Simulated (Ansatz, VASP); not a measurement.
# SiC in VASP and in Ansatz

Contents of INCAR:

```
SYSTEM = SiC
PREC = Accurate
ENCUT = 520
EDIFF = 1E-6
ISMEAR = 0
SIGMA = 0.01
LREAL = .False.
LASPH = .True.
NELM = 150
ALGO = Normal
ISIF = 2
LWAVE = .False.
LCHARG = .False.
LNONCOLLINEAR = .True.
MAGMOM = 0 0 0 0 0 0
LORBIT = 11
LSORBIT = .True.
GGA_COMPAT = .False.
LORBMOM = .True.
GGA = PS
NBANDS = 20
```

Contents of KPOINTS:

```
Automatic mesh
0
Gamma
  10 10 10
  0 0 0
```

POSCAR

```
SiC
1.0
   -0.0102383534      2.1669114121      2.1865831700
    2.1669114121     -0.0102383534      2.1865831700
    2.1566730586      2.1566730586      0.0000000000
Si C
1 1
Direct
   -0.0004825142     -0.0004825142      0.0004825142
    0.2504825142      0.2504825142      0.2495174858
```

Input for Ansatz:

```yaml
crystal:
  lattice:
    - [-0.0102383534, 2.1669114121, 2.18658317]
    - [2.1669114121, -0.0102383534, 2.18658317]
    - [2.1566730586, 2.1566730586, 0.0]
  atoms:
    - { symbol: Si, position: [-0.0004825142, -0.0004825142, 0.0004825142] }
    - { symbol: C, position: [0.2504825142, 0.2504825142, 0.2495174858] }
basis:
  ecutwfc: 420
kpoints:
  mp_grid: { grid: [10, 10, 10] }
  band_path:
    path:
      - [0.0, 0.0, 0.0]
      - [0.0, 0.0, 0.0]
      - [0.5, 0.5, 0.0]
      - [0.0, 0.5, 0.5]
      - [0.5, 0.5, 0.5]
      - [0.0, 0.0, 0.5]
      - [0.0029125319, 0.0029125319, 0.0058250638]
      - [-0.0029125319, -0.0029125319, -0.0058250638]
      - [0.0029125319, 0.0029125319, 0.0058250638]
      - [-0.0029125319, -0.0029125319, -0.0058250638]
    npoints: 1
hamiltonian:
  xc: pbesol
  pseudopotentials: { kind: paw_fr, azcp: { folder: soft_1 } }
scf:
  occupations: { method: fixed }
  n_extra_bands: 10
output:
  eigenvalues: true
magnetization:
  noncollinear: true
  spin_orbit: true
```

Alike in both runs: task single point; functional PBEsol; k mesh 10 × 10 × 10; non-collinear spin, spin-orbit coupling.

```csv
,VASP,Ansatz
version,VASP 6.6.1,Ansatz 0.2.0
potentials or method,"VASP PAW PBE potentials, release 64 (Si, C)","plane waves, PAW"
plane-wave cutoff (eV),520,420
occupations,"gaussian, width 0.01 eV",fixed
valence electrons in the cell,8,8
```

```tsv
	VASP	Ansatz	Ansatz less VASP
gap on the k mesh at the Fermi level (eV)	1.13	1.14	+0.010
least direct gap on the mesh (eV)	4.35	4.37	+0.015
net moment per atom (μB)	0.00	0.00	0.000
```

Ansatz warned: «pseudo_functional_mismatch».
